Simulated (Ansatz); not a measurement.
**Fe (omega type): how the settings move a single-point run**

How sensitive is a single-point run of Fe (omega type) to its settings? A reference run comes first, then one run with altered input.

Computed with Ansatz 0.2.0 (reference: DFT, PBE, all-electron PAW with datasets made for the crystal, scalar-relativistic, unless a step's input says otherwise).

## 1. The starting structure

Symmetry: P6/mmm, No. 191, hexagonal system. Conventional cell: a = 3.122 Å, b = 3.122 Å, c = 1.912 Å, α = 90.00°, β = 90.00°, γ = 120.00°. Fe (site symmetry 6/mmm) has 14 Fe at 1.91 to 2.04 Å as nearest neighbours. Fe (site symmetry -6m2) has 11 Fe at 1.80 to 2.04 Å as nearest neighbours.

As a file:

```
CELL_PARAMETERS angstrom
3.12193 0.00000 0.00000
-1.56096 2.70367 0.00000
0.00000 0.00000 1.91191
ATOMIC_POSITIONS crystal
Fe 0.00000 0.00000 0.00000
Fe 0.33333 0.66667 0.50000
Fe 0.66667 0.33333 0.50000
```

## 2. The reference run

The input, input.yaml:

```yaml
crystal:
  lattice:
    - [3.1219250906, 0.0, 0.0]
    - [-1.5609625453, 2.7036664372, 0.0]
    - [0.0, 0.0, 1.9119129635]
  atoms:
    - { symbol: Fe, position: [0.0, 0.0, 0.0], spin: 2.5 }
    - { symbol: Fe, position: [0.3333333333, 0.6666666667, 0.5], spin: 2.5 }
    - { symbol: Fe, position: [0.6666666667, 0.3333333333, 0.5], spin: 2.5 }
magnetization:
  spin_polarized: true
kpoints:
  mp_grid: { grid: [9, 9, 12] }
scf:
  occupations: { method: fermi_dirac, width: 0.08 }
hamiltonian:
  xc: pbe
  pseudopotentials: { kind: all_electron, datasets: crystal }
output:
  forces: true
  stress: true
  eigenvalues: true
```

The run is started by

```
$ ansatz run input.yaml --threads 2 --pin off --max-ram 6144MiB --backend cpu --events-out ev --progress --plain --runs-dir out
```

## 3. Changed: mp_grid.grid [4, 4, 6], occupations.method tetrahedron_uncorrected, width left out

Edit input.yaml of step 2 so:

```diff
@@ -12,5 +12,5 @@
 kpoints:
-  mp_grid: { grid: [9, 9, 12] }
+  mp_grid: { grid: [4, 4, 6] }
 scf:
-  occupations: { method: fermi_dirac, width: 0.08 }
+  occupations: { method: tetrahedron_uncorrected }
 hamiltonian:
```

What does the calculation give? Wanted: for each run, ending; energy change; pressure; gap; force.

The runs gave:

| run | ending | energy change | pressure (GPa) | gap (eV) | force (eV/Å) | cycles | time |
| --- | --- | --- | --- | --- | --- | --- | --- |
| reference | converged | 0 | 776.1 | 0.00 | 0.00 | 8 | 31 s |
| 1: mp_grid.grid [4, 4, 6], occupations.method tetrahedron_uncorrected, width left out | converged | +111.0 meV/atom (σ→0) | 780.4 | 0.00 | 0.00 | 8 | 8.5 s |

Residual by cycle in the longest SCF loop of each run; runs are numbered as in the table. The quantity is the density residual dr2, in eV.

| cycle | reference | run 1 |
| --- | --- | --- |
| 1 | 6.5e-4 | 5.9e-4 |
| 2 | 1.5e-4 | 1.5e-4 |
| 3 | 0.0287 | 0.0481 |
| 4 | 0.00375 | 0.0041 |
| 5 | 1.5e-4 | 1.2e-4 |
| 6 | 1.1e-5 | 8.0e-6 |
| 7 | 4.6e-7 | 1.4e-7 |
| 8 | 1.1e-8 | 1.5e-8 |

Changing the k-point mesh and smearing moves the energy by +111.0 meV/atom (σ→0 values), and the pressure goes from 776.1 to 780.4 GPa. More than one kind of setting changed, and this run alone doesn't tell their shares apart. Cost: 8.5 s against 31 s. The structure is not at rest: the sound run finds 776 GPa, so these are no properties of the relaxed crystal. 
